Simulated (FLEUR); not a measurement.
# FeO (Wuestite) (R-3m) in FLEUR: band structure with LDA+U

Aim: the band structure of FeO (Wuestite) with LDA+U.

All numbers are computed with FLEUR MaX-R8.1 (patched build s14); they aren't measurements. Logs are shortened: lines on timing, memory, paths and dates and some standing lists are left out, and cuts for length are marked.

### 1 Starting point

It takes space group R-3m (No. 166, trigonal). Conventional cell: a = 3.038 Å, b = 3.038 Å, c = 7.559 Å, α = 90.00°, β = 90.00°, γ = 120.00°. Fe (site symmetry -3m) has 6 O at 2.16 Å as nearest neighbours. Around O (site symmetry -3m) lie 6 Fe at 2.16 Å.

### 2 Band structure, LDA+U, collinear spin, ferromagnetic start

File inp.xml:

```xml
<?xml version="1.0" encoding="UTF-8" standalone="no"?>
<fleurInput fleurInputVersion="0.39">
   <comment>
      FeO                                                                                                 
   </comment>
   <calculationSetup>
      <cutoffs Kmax="4.27" Gmax="13.2" GmaxXC="13.2" numbands="0"/>
      <scfLoop itmax="100" minDistance="0.0002" maxIterBroyd="50" imix="Anderson" alpha="0.05" precondParam="0.0" spinf="2.0"/>
      <coreElectrons ctail="T" frcor="F" kcrel="0" coretail_lmax="0"/>
      <xcFunctional name="vwn" relativisticCorrections="F"/>
      <magnetism jspins="2"/>
      <soc l_soc="F" theta="0.0" phi="0.0" spav="F"/>
      <expertModes spex="0" secvar="F"/>
      <geometryOptimization l_f="F" forcealpha="1.0" forcemix="BFGS" epsdisp="0.00001" epsforce="0.00001"/>
      <ldaU l_linMix="F" mixParam="0.05" spinf="1.0"/>
   </calculationSetup>
   <cell>
      <bzIntegration valenceElectrons="22.0" mode="hist" fermiSmearingEnergy="0.00183747">
         <kPointListSelection listName="default-1"/>
         <!-- k-points included here -->
         <xi:include xmlns:xi="http://www.w3.org/2001/XInclude" href="kpts.xml"> </xi:include>
      </bzIntegration>
      <!-- symmetry operations included here -->
      <xi:include xmlns:xi="http://www.w3.org/2001/XInclude" href="sym.xml"> </xi:include>
      <bulkLattice scale="1.0">
         <bravaisMatrix>
            <row-1>    2.8701555376648544     1.6570850722987371     4.7613110176573485</row-1>
[... 28 lines left out ...]
            <stateOccupation state="(2p1/2)" spinUp="0.666667" spinDown="0.666667"/>
            <stateOccupation state="(2p3/2)" spinUp="1.333333" spinDown="1.333333"/>
         </electronConfig>
         <energyParameters s="2" p="2" d="3" f="4"/>
         <lo type="SCLO" l="0" n="2" eDeriv="2"/>
         <lo type="SCLO" l="1" n="2" eDeriv="2"/>
         <lo type="SCLO" l="2" n="3" eDeriv="2"/>
      </species>
   </atomSpecies>
   <atomGroups>
      <atomGroup species="Iron (Fe) 3.000">
         <relPos label="                   1">.0000000000 .0000000000 .0000000000</relPos>
         <force calculate="T" relaxXYZ="TTT"/>
      </atomGroup>
      <atomGroup species="Oxygen (O)">
         <relPos label="                   2">1.000/2.000 1.000/2.000 1.000/2.000</relPos>
         <force calculate="T" relaxXYZ="TTT"/>
      </atomGroup>
   </atomGroups>
   <output dos="F" band="F" slice="F">
      <checks vchk="F" cdinf="F"/>
      <bandDOS minEnergy="-.5*Htr" maxEnergy="0.5*Htr" sigma="0.015" storeEVData="T"/>
      <vacuumDOS vacdos="F" integ="F" star="F" nstars="0" locx1="0.0" locy1="0.0" locx2="0.0" locy2="0.0" nstm="0" tworkf="0.0"/>
      <unfoldingBand unfoldBand="F" supercellX="1" supercellY="1" supercellZ="1"/>
      <plotting iplot="0" polar="F">
         <plot TwoD="T" vec1="  1.0  0.0  0.0" vec2="  0.0  1.0  0.0" vec3="  0.0  0.0  1.0" zero="  0.0  0.0  0.0" file="plot"/>
      </plotting>
      <chargeDensitySlicing numkpt="0" minEigenval="0.0" maxEigenval="0.0" nnne="0" pallst="F"/>
      <specialOutput eonly="F"/>
      <magneticCircularDichroism mcd="F" energyLo="-10.0" energyUp="0.0"/>
   </output>
  <!-- We include the file relax.xml here to enable relaxations (see documentation) -->
  <xi:include xmlns:xi="http://www.w3.org/2001/XInclude" href="relax.xml"> <xi:fallback/> </xi:include>
</fleurInput>
```

File crystal.txt:

```
FeO
&input cartesian=F /
1.5188209023  0.8768916568  2.5195772846
-1.5188209023  0.8768916568  2.5195772846
0.0000000000  -1.7537833136  2.5195772846
1.8897261246
1.0 1.0 1.0

2
26 0.0000000000  0.0000000000  0.0000000000 : 3.000
8 0.5000000000  0.5000000000  0.5000000000

&kpt div1=11 div2=11 div3=11 gamma=T /
```

File inp.xml (bands):

```
<?xml version="1.0" encoding="UTF-8" standalone="no"?>
<fleurInput fleurInputVersion="0.39">
   <comment>
      FeO                                                                                                 
   </comment>
   <calculationSetup>
      <cutoffs Kmax="4.27" Gmax="13.2" GmaxXC="13.2" numbands="0"/>
      <scfLoop itmax="100" minDistance="0.0002" maxIterBroyd="50" imix="Anderson" alpha="0.05" precondParam="0.0" spinf="2.0"/>
      <coreElectrons ctail="T" frcor="F" kcrel="0" coretail_lmax="0"/>
      <xcFunctional name="vwn" relativisticCorrections="F"/>
      <magnetism jspins="2"/>
      <soc l_soc="F" theta="0.0" phi="0.0" spav="F"/>
      <expertModes spex="0" secvar="F"/>
      <geometryOptimization l_f="F" forcealpha="1.0" forcemix="BFGS" epsdisp="0.00001" epsforce="0.00001"/>
      <ldaU l_linMix="F" mixParam="0.05" spinf="1.0"/>
   </calculationSetup>
   <cell>
      <bzIntegration valenceElectrons="22.0" mode="hist" fermiSmearingEnergy="0.00183747">
         <kPointListSelection listName="path-1"/>
         <!-- k-points included here -->
         <xi:include xmlns:xi="http://www.w3.org/2001/XInclude" href="kpts.xml"> </xi:include>
      </bzIntegration>
      <!-- symmetry operations included here -->
      <xi:include xmlns:xi="http://www.w3.org/2001/XInclude" href="sym.xml"> </xi:include>
      <bulkLattice scale="1.0">
         <bravaisMatrix>
[... 28 lines left out ...]
            <valenceConfig>(2s1/2) (2p1/2) (2p3/2)</valenceConfig>
            <stateOccupation state="(2p1/2)" spinUp="0.666667" spinDown="0.666667"/>
            <stateOccupation state="(2p3/2)" spinUp="1.333333" spinDown="1.333333"/>
         </electronConfig>
         <energyParameters s="2" p="2" d="3" f="4"/>
         <lo type="SCLO" l="0" n="2" eDeriv="2"/>
         <lo type="SCLO" l="1" n="2" eDeriv="2"/>
         <lo type="SCLO" l="2" n="3" eDeriv="2"/>
      </species>
   </atomSpecies>
   <atomGroups>
      <atomGroup species="Iron (Fe) 3.000">
         <relPos label="                   1">.0000000000 .0000000000 .0000000000</relPos>
         <force calculate="T" relaxXYZ="TTT"/>
      </atomGroup>
      <atomGroup species="Oxygen (O)">
         <relPos label="                   2">1.000/2.000 1.000/2.000 1.000/2.000</relPos>
         <force calculate="T" relaxXYZ="TTT"/>
      </atomGroup>
   </atomGroups>
   <output dos="F" band="T" slice="F">
      <checks vchk="F" cdinf="F"/>
      <bandDOS minEnergy="-.5*Htr" maxEnergy="0.5*Htr" sigma="0.015" storeEVData="T"/>
      <vacuumDOS vacdos="F" integ="F" star="F" nstars="0" locx1="0.0" locy1="0.0" locx2="0.0" locy2="0.0" nstm="0" tworkf="0.0"/>
      <unfoldingBand unfoldBand="F" supercellX="1" supercellY="1" supercellZ="1"/>
      <plotting iplot="0" polar="F">
         <plot TwoD="T" vec1="  1.0  0.0  0.0" vec2="  0.0  1.0  0.0" vec3="  0.0  0.0  1.0" zero="  0.0  0.0  0.0" file="plot"/>
      </plotting>
      <chargeDensitySlicing numkpt="0" minEigenval="0.0" maxEigenval="0.0" nnne="0" pallst="F"/>
      <specialOutput eonly="F"/>
      <magneticCircularDichroism mcd="F" energyLo="-10.0" energyUp="0.0"/>
   </output>
  <!-- We include the file relax.xml here to enable relaxations (see documentation) -->
  <xi:include xmlns:xi="http://www.w3.org/2001/XInclude" href="relax.xml"> <xi:fallback/> </xi:include>
</fleurInput>
```

Potentials or basis: all-electron, FLAPW.

The run is started by

```sh
$ inpgen -f crystal.txt -profile fastHighL
$ # inp.xml edited to the form shown
$ fleur
$ fleur   # second run, on inp.xml (bands)
```

Log:

```text
Welcome to FLEUR        (www.flapw.de)
      MaX-Release 8.1          (www.max-centre.eu)

 ========== k-point set info ==========
 Selected k-point list: default-1
 k-point list type: mesh
 11 x 11 x 11
 Number of k points: 146

 ------------Calculation Setup---------------------------
 Number of OMP-threads    :            1
 Number of basis functions:          246
 Approximate size of matrices (H+S) per k-point:         0.001 GB
 --------------------------------------------------------
 no density matrix found ... skipping LDA+U
 Reset of history
 Iteration:     1   Distance:      26.62688338 me/bohr^3
 Iteration:     2   Distance:      29.84419317 me/bohr^3
 Iteration:     3   Distance:      28.29875333 me/bohr^3
 Iteration:     4   Distance:      17.34443286 me/bohr^3
 Iteration:     5   Distance:      11.79358720 me/bohr^3
 Iteration:     6   Distance:       4.43674307 me/bohr^3
 Iteration:     7   Distance:       1.15089786 me/bohr^3
 Iteration:     8   Distance:       0.57868122 me/bohr^3
 Iteration:     9   Distance:       0.28839723 me/bohr^3
 Iteration:    10   Distance:       0.13538259 me/bohr^3
 Iteration:    11   Distance:       0.17839537 me/bohr^3
 Iteration:    12   Distance:       0.09600476 me/bohr^3
 Iteration:    13   Distance:       0.04626254 me/bohr^3
 Iteration:    14   Distance:       0.00891692 me/bohr^3
 Iteration:    15   Distance:       0.00497366 me/bohr^3
 Iteration:    16   Distance:       0.00077742 me/bohr^3
 Iteration:    17   Distance:       0.00092417 me/bohr^3
 Iteration:    18   Distance:       0.00011742 me/bohr^3

 ********************************************************************
 Run finished successfully
 Stop message:
   all done
 ********************************************************************
```

output (bands):

```text
Welcome to FLEUR        (www.flapw.de)
      MaX-Release 8.1          (www.max-centre.eu)

 ========== k-point set info ==========
 Selected k-point list: path-1
 k-point list type: path
 Number of k points: 60

 ------------Calculation Setup---------------------------
 Number of OMP-threads    :            1
 Number of basis functions:          246
 Approximate size of matrices (H+S) per k-point:         0.001 GB
 --------------------------------------------------------
 Fermi energy correction for metals:
 Fermi energy in bands.* files may not be consistent with last density.
 Please correct it manually (e.g. in band.gnu file).

 Note: Band structure data (together with different weights) is also stored in the banddos.hdf file.
       A convenient way of extracting and plotting the data from that file is by making use of the

 ********************************************************************
 Run finished successfully
 Stop message:
   Charge density postprocessing done.
 ********************************************************************
```

out.xml (last iteration):

```text
<iteration numberForCurrentRun="   18" overallNumber="   18">
         <energyParameters units="Htr">
            <atomicEP atomType="1" spin="1" branch="4s" branchLowest="-2.94" branchHighest="2.24" value="0.1234876014"/>
            <atomicEP atomType="1" spin="1" branch="4p" branchLowest="-1.68" branchHighest="2.85" value="0.2558175840"/>
            <atomicEP atomType="1" spin="1" branch="3d" branchLowest="-9.99" branchHighest="0.35" value="0.1789489395"/>
            <atomicEP atomType="1" spin="1" branch="4f" branchLowest="-9.99" branchHighest="3.81" value="0.5683857175"/>
            <loAtomicEP atomType="1" spin="1" branch="3s" branchLowest="-29.52" branchHighest="-2.94" value="-2.9537521195"/>
            <loAtomicEP atomType="1" spin="1" branch="3p" branchLowest="-25.10" branchHighest="-1.68" value="-1.7204812036"/>
            <loAtomicEP atomType="1" spin="1" branch="3p" branchLowest="-25.10" branchHighest="-1.68" value="-1.7204812036"/>
            <loAtomicEP atomType="1" spin="1" branch="4f" branchLowest="-9.99" branchHighest="3.81" value="0.5683844159"/>
            <atomicEP atomType="2" spin="1" branch="2s" branchLowest="-18.15" branchHighest="0.32" value="-0.3808321746"/>
            <atomicEP atomType="2" spin="1" branch="2p" branchLowest="-9.99" branchHighest="0.82" value="0.0990660965"/>
            <atomicEP atomType="2" spin="1" branch="3d" branchLowest="-9.99" branchHighest="4.58" value="0.4373653761"/>
            <atomicEP atomType="2" spin="1" branch="4f" branchLowest="-9.99" branchHighest="7.89" value="0.5980168178"/>
            <loAtomicEP atomType="2" spin="1" branch="2s" branchLowest="-18.15" branchHighest="0.32" value="-0.3808321746"/>
            <loAtomicEP atomType="2" spin="1" branch="2p" branchLowest="-9.99" branchHighest="0.82" value="0.0988081681"/>
            <loAtomicEP atomType="2" spin="1" branch="3d" branchLowest="-9.99" branchHighest="4.58" value="0.4373642284"/>
            <atomicEP atomType="1" spin="2" branch="4s" branchLowest="-2.78" branchHighest="2.35" value="0.1540574121"/>
            <atomicEP atomType="1" spin="2" branch="4p" branchLowest="-1.53" branchHighest="2.96" value="0.2822432521"/>
            <atomicEP atomType="1" spin="2" branch="3d" branchLowest="-9.99" branchHighest="0.50" value="0.2911571268"/>
            <atomicEP atomType="1" spin="2" branch="4f" branchLowest="-9.99" branchHighest="3.92" value="0.5914133617"/>
            <loAtomicEP atomType="1" spin="2" branch="3s" branchLowest="-29.44" branchHighest="-2.78" value="-2.7987746814"/>
            <loAtomicEP atomType="1" spin="2" branch="3p" branchLowest="-25.04" branchHighest="-1.53" value="-1.5703076617"/>
            <loAtomicEP atomType="1" spin="2" branch="3p" branchLowest="-25.04" branchHighest="-1.53" value="-1.5703076617"/>
            <loAtomicEP atomType="1" spin="2" branch="4f" branchLowest="-9.99" branchHighest="3.92" value="0.5914120760"/>
            <atomicEP atomType="2" spin="2" branch="2s" branchLowest="-18.14" branchHighest="0.34" value="-0.3680641230"/>
            <atomicEP atomType="2" spin="2" branch="2p" branchLowest="-9.99" branchHighest="0.84" value="0.1088387773"/>
[... 94 lines left out ...]
               <electronNucleiInteractionDifferentMTs value="1514.2134828883"/>
               <MadelungTerm value="-14.0675821604"/>
            </atomTypeDependentContributions>
            <atomTypeDependentContributions atomType="2">
               <electronNucleiInteractionDifferentMTs value="88.0925188825"/>
               <MadelungTerm value="-3.0281995211"/>
            </atomTypeDependentContributions>
            <dftUCorrection value="-0.4646015955"/>
            <tkbTimesEntropy value="0.0003885865"/>
            <freeEnergy value="-1345.2834564844"/>
            <extrapolationTo0K value="-1345.2832621911"/>
         </totalEnergy>
         <ldaUDensityMatrix>
            <densityMatrixFor spin="1" atomType="1" uIndex="1" l="2" U="6.20000000" J="0.90000000">
               (+0.94604,+0.00000) (+0.00000,+0.00000) (+0.00000,+0.00000) (+0.00000,+0.01513) (+0.00000,+0.00000)
               (+0.00000,+0.00000) (+0.95758,+0.00000) (+0.00000,+0.00000) (+0.00000,+0.00000) (+0.00000,-0.01513)
               (+0.00000,+0.00000) (+0.00000,+0.00000) (+0.93589,+0.00000) (+0.00000,+0.00000) (+0.00000,+0.00000)
               (+0.00000,-0.01513) (+0.00000,+0.00000) (+0.00000,+0.00000) (+0.95758,+0.00000) (+0.00000,+0.00000)
               (+0.00000,+0.00000) (+0.00000,+0.01513) (+0.00000,+0.00000) (+0.00000,+0.00000) (+0.94604,+0.00000)
            </densityMatrixFor>
            <densityMatrixFor spin="2" atomType="1" uIndex="1" l="2" U="6.20000000" J="0.90000000">
               (+0.22267,+0.00000) (+0.00000,+0.00000) (+0.00000,+0.00000) (+0.00000,-0.09361) (+0.00000,+0.00000)
               (+0.00000,+0.00000) (+0.14968,+0.00000) (+0.00000,+0.00000) (+0.00000,+0.00000) (+0.00000,+0.09361)
               (+0.00000,+0.00000) (+0.00000,+0.00000) (+0.28549,+0.00000) (+0.00000,+0.00000) (+0.00000,+0.00000)
               (+0.00000,+0.09361) (+0.00000,+0.00000) (+0.00000,+0.00000) (+0.14968,+0.00000) (+0.00000,+0.00000)
               (+0.00000,+0.00000) (+0.00000,-0.09361) (+0.00000,+0.00000) (+0.00000,+0.00000) (+0.22267,+0.00000)
            </densityMatrixFor>
         </ldaUDensityMatrix>
         <ldaUDensityMatrixConvergence>
            <distance spin="1" distance="0.000001"/>
            <distance spin="2" distance="0.000005"/>
         </ldaUDensityMatrixConvergence>
         <densityConvergence units="me/bohr^3">
            <chargeDensity spin="1" distance="0.0000620531"/>
            <chargeDensity spin="2" distance="0.0000939662"/>
            <overallChargeDensity distance="0.0001174160"/>
            <spinDensity distance="0.0001075823"/>
         </densityConvergence>
      </iteration>
```

Run time: 66 s. Hardware: 1 thread of AMD EPYC 7B13 (Zen 3), shared host; peak memory 0.05 GiB.

Results:

```
Free energy                                           : -36607.0277 eV
Band gap along the path                               : none (metal or under the smearing width)
Net moment                                            : 4.01 μB per cell
Site moments                                          : Fe +3.75; O +0.21 μB
Valence electrons inside the program's atomic spheres : Fe 14.17; O 5.25 (radii Fe 2.14, O 1.64 bohr)
```

Levels at the corners of the path, in eV from the Fermi level:
Spin up:
| point | band 11 | band 12 | band 13 | band 14 | band 15 | band 16 |
| --- | --- | --- | --- | --- | --- | --- |
| Γ | -4.39 | -4.28 | -4.28 | -0.65 | 14.36 | 15.91 |
| L | -5.03 | -2.14 | -2.13 | 3.17 | 7.69 | 11.29 |
| B1 | -5.36 | -5.35 | -3.94 | 6.47 | 7.96 | 8.11 |
| B | -5.36 | -5.35 | -3.94 | 6.47 | 7.96 | 8.11 |
| Z | -5.11 | -2.14 | -2.14 | 3.30 | 7.46 | 11.68 |
| Γ | -4.39 | -4.28 | -4.28 | -0.65 | 14.36 | 15.91 |
| X | -5.34 | -4.95 | -3.68 | 5.77 | 7.70 | 7.90 |
| Q | -5.34 | -4.95 | -3.68 | 5.77 | 7.70 | 7.90 |
| F | -5.90 | -5.58 | -5.47 | 4.24 | 7.94 | 9.48 |
| P1 | -5.36 | -5.01 | -3.70 | 5.78 | 7.64 | 7.96 |
| Z | -5.11 | -2.14 | -2.14 | 3.30 | 7.46 | 11.68 |
| L | -5.03 | -2.14 | -2.13 | 3.17 | 7.69 | 11.29 |
| P | -5.36 | -5.01 | -3.70 | 5.78 | 7.64 | 7.96 |
Spin down:
```tsv
point	band 6	band 7	band 8	band 9	band 10	band 11	band 12	band 13
Γ	-3.96	-3.86	-3.86	-0.82	-0.72	-0.72	0.05	1.19
L	-8.66	-5.50	-5.40	0.44	0.53	0.62	3.57	3.60
B1	-6.75	-6.73	-6.01	-0.10	-0.08	0.86	2.10	2.68
B	-6.75	-6.73	-6.01	-0.10	-0.08	0.86	2.10	2.68
Z	-8.72	-5.36	-5.36	0.47	0.47	0.55	3.55	3.55
Γ	-3.96	-3.86	-3.86	-0.82	-0.72	-0.72	0.05	1.19
X	-7.15	-6.72	-5.36	-0.86	0.65	0.70	2.28	2.70
Q	-7.15	-6.72	-5.36	-0.86	0.65	0.70	2.28	2.70
F	-7.57	-5.14	-5.03	-2.27	0.85	0.85	1.81	2.13
P1	-7.18	-6.73	-5.25	-0.94	0.66	0.73	2.27	2.66
Z	-8.72	-5.36	-5.36	0.47	0.47	0.55	3.55	3.55
L	-8.66	-5.50	-5.40	0.44	0.53	0.62	3.57	3.60
P	-7.18	-6.73	-5.25	-0.94	0.66	0.73	2.27	2.66
```

Eigenvalues of the final occupation matrices:
```
       site  spin  trace               eigenvalues
atom type 1     1   4.74  0.94 0.94 0.94 0.97 0.97
atom type 1     2   1.03  0.09 0.09 0.29 0.29 0.29
```

Core levels (eV from the Fermi level):
```tsv
atom	levels
1 Fe	1s1/2 -6976.3, 2s1/2 -813.0, 2p1/2 -701.2, 2p3/2 -688.7
2 O	1s1/2 -503.6
```

Caveat: a cell with one magnetic atom can't hold antiferromagnetic order, which such compounds often take. The state reached can hang on the start; a lower one may exist.
